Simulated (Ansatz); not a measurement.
# GdN (rocksalt): equation of state

An exercise on one series of results from a longer session: the logs are not shown, and one member is left open.

Program: Ansatz 0.2.0. Level of theory: DFT r²SCAN, scalar-relativistic, plane waves, PAW. These are calculated values, not measurements.

3 further runs of the same task are left out: 1 that didn't finish, 2 set aside as unsound or not needed.

**The starting structure**

It takes space group Fm-3m (No. 225, cubic). Conventional cell: a = 4.973 Å, b = 4.973 Å, c = 4.973 Å, α = 90.00°, β = 90.00°, γ = 90.00°. Gd (site symmetry m-3m) is surrounded by 6 N at 2.49 Å. N (site symmetry m-3m) is surrounded by 6 Gd at 2.49 Å.

Structure file:

```
CELL_PARAMETERS angstrom
0.00000 2.48655 2.48655
2.48655 0.00000 2.48655
2.48655 2.48655 0.00000
ATOMIC_POSITIONS crystal
Gd 0.50000 0.50000 0.50000
N 0.00000 0.00000 0.00000
```

An earlier run at r²SCAN left this cell at 15.374 Å³/atom and 0.05 GPa (12×12×12 mesh).

Volume factors to run: 0.980, 1.020, 0.960, 1.040, 1.070.

The first run:

input.yaml reads:

```yaml
crystal:
  lattice:
    - [0.0, 2.4698645865, 2.4698645865]
    - [2.4698645865, 0.0, 2.4698645865]
    - [2.4698645865, 2.4698645865, 0.0]
  atoms:
    - { symbol: Gd, position: [0.5, 0.5, 0.5], spin: 7.62 }
    - { symbol: "N", position: [0.0, 0.0, 0.0] }
basis:
  ecutwfc: 500
  ecutrho_ratio: 4
kpoints:
  mp_grid: { grid: [12, 12, 12] }
hamiltonian:
  xc: r2scan
scf:
  occupations: { method: gaussian, width: 0.05 }
output:
  forces: true
  stress: true
  eigenvalues: true
  populations: true
magnetization:
  spin_polarized: true
```

The run is started by

```
$ ansatz run input.yaml --threads 2 --pin off --max-ram 3072MiB --backend cpu --events-out ev --progress --plain --runs-dir out
```

Among the steps run: Scaling the volume by 0.980; Scaling the volume by 1.020; Volume × 0.960; Volume × 1.040; At 1.070 of the relaxed volume.

One of the session's tables, all rows but one given; the rest of the session is left out.

It belongs to the step «Energy and pressure against volume». 

| volume (Å³/atom) | energy (meV/atom) | pressure (GPa) | moment of atom 1 (μB) |
| --- | --- | --- | --- |
| 14.759 | 13.31 | 7.12 | 6.92 |
| 15.067 | ? | ? | ? |
| 15.374 | 0.00 | 0.05 | 6.93 |
| 15.682 | 2.85 | -2.97 | 6.93 |
| 15.989 | 11.23 | -5.71 | 6.94 |
| 16.450 | 32.96 | -9.30 | 6.95 |

Q: Estimate the row for volume (Å³/atom) = 15.067 from the others.

Worked estimate for «energy (meV/atom)». A straight line through the neighbours (14.759, 13.31) and (15.374, 0.00) gives 13.31 + (0.00 − 13.31) × (15.067 − 14.759) / (15.374 − 14.759) = 6.64; a parabola fitted to 3 rows on both sides gives 3.48.

**Answer.** energy (meV/atom): 3.27; pressure (GPa): 3.41; moment of atom 1 (μB): 6.92. In «energy (meV/atom)» the line misses by +3.37 and the parabola by +0.21.

Caveats from the session: Warnings in the runs' records: stability check not made.
